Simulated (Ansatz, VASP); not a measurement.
BaTiO3 in VASP and in Ansatz

```
Ba Ti O
1.0
     3.97911    0.00000    0.00000
     0.00000    3.97911    0.00000
     0.00000    0.00000    3.97911
Ba Ti O
1 1 3
Direct
  0.50000 0.50000 0.50000
  0.00000 0.00000 0.00000
  0.00000 0.00000 0.50000
  0.00000 0.50000 0.00000
  0.50000 0.00000 0.00000
```

Change from the starting cell: volume scaled by 0.98.

Alike in both runs: task single point; functional PBE; k mesh 7 × 7 × 7; occupations fermi-dirac, width 0.05 eV; no spin polarisation.

|  | VASP | Ansatz |
| --- | --- | --- |
| version | VASP 6.6.1 | Ansatz 0.2.0 |
| potentials or method | VASP PAW PBE potentials, release 64 (Ba_sv, Ti_sv, O) | Ansatz PAW |
| plane-wave cutoff (eV) | 520 | 420 |
| valence electrons in the cell | 40 | 40 |

Ansatz gave:

```
gap on the k mesh at the Fermi level (eV) : 1.91
least direct gap on the mesh (eV)         : 1.94
pressure (GPa)                            : 5.3
```

Question: Which values does VASP return?

Answer: gap on the k mesh at the Fermi level (eV): 1.84; least direct gap on the mesh (eV): 1.91; pressure (GPa): 7.2.

With one functional, cell and mesh, what is left measures potentials, basis and numerics.

Caveats: spin-orbit coupling is left out, which moves the levels of the heavy elements; an odd mesh through Γ misses points on the zone boundary, where band edges often lie (VASP); odd divisions of the mesh miss points on the zone boundary, where band edges often lie, so the gap on the mesh can be too wide (Ansatz); the pressure holds a Pulay correction of +0.6 GPa for the finite cutoff (Ansatz).
